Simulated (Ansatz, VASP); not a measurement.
Two plane-wave programs on BN

The input INCAR:

```
SYSTEM = BN
PREC     = Accurate       ! precision mode
ENCUT    = 520            ! plane-wave cutoff, eV
EDIFF    = 1E-7           ! SCF threshold, eV
ISMEAR   = 0              ! smearing method
SIGMA    = 0.1            ! smearing width, eV
LREAL    = .FALSE.        ! projectors in reciprocal space
LASPH    = .TRUE.         ! aspherical terms in the spheres
NELM     = 100            ! most SCF steps
ALGO     = Normal         ! electronic algorithm
ISIF     = 2              ! what is computed and relaxed
LWAVE    = .FALSE.        ! write WAVECAR
LCHARG   = .FALSE.        ! write CHGCAR
GGA      = PE             ! functional
IVDW     = 12             ! dispersion correction
NBANDS   = 11             ! bands
```

File KPOINTS:

```
regular mesh
0
G
  9 9 9
  0 0 0
```

The input POSCAR:

```
BN
1.0
    1.2511217600      0.7223355200      3.3729343400
   -1.2511217600      0.7223355200      3.3729343400
    0.0000000000     -1.4446710300      3.3729343400
B N
1 1
Direct
    0.9996712200      0.9996712200      0.9996712200
    0.3327617900      0.3327617900      0.3327617900
```

Input for Ansatz:

```yaml
crystal:
  lattice:
    - [1.25112176, 0.72233552, 3.37293434]
    - [-1.25112176, 0.72233552, 3.37293434]
    - [0.0, -1.44467103, 3.37293434]
  atoms:
    - { symbol: B, position: [0.99967122, 0.99967122, 0.99967122] }
    - { symbol: "N", position: [0.33276179, 0.33276179, 0.33276179] }
basis:
  ecutwfc: 420
kpoints:
  mp_grid: { grid: [9, 9, 9] }
hamiltonian:
  xc: pbe
  dispersion: d3bj
scf:
  occupations: { method: gaussian, width: 0.1 }
  lower_state_search: "off"
output:
  forces: true
  stress: true
  eigenvalues: true
```

Alike in both runs: task single point; functional PBE; dispersion D3(BJ); k mesh 9 × 9 × 9; occupations gaussian, width 0.1 eV; no spin polarisation.

|  | VASP | Ansatz |
| --- | --- | --- |
| version | VASP 6.6.1 | Ansatz 0.2.0 |
| potentials or method | VASP PAW PBE potentials, release 64 (B, N) | scalar-relativistic, plane waves, PAW |
| plane-wave cutoff (eV) | 520 | 420 |
| valence electrons in the cell | 8 | 8 |

Ansatz gave:

| Item | Value |
| --- | --- |
| gap on the k mesh at the Fermi level (eV) | 4.38 |
| least direct gap on the mesh (eV) | 4.70 |
| pressure (GPa) | 0.9 |
| largest component of the traceless stress (GPa) | 1.56 |

Problem. Which values does VASP return?

Solution. gap on the k mesh at the Fermi level (eV): 4.38; least direct gap on the mesh (eV): 4.70; pressure (GPa): 1.0; largest component of the traceless stress (GPa): 1.77.

Ansatz warned: «structure_snapped_to_symmetry».

Caveats: an odd mesh through Γ misses points on the zone boundary, where band edges often lie. As with any semilocal functional, this PBE gap is likely too small.
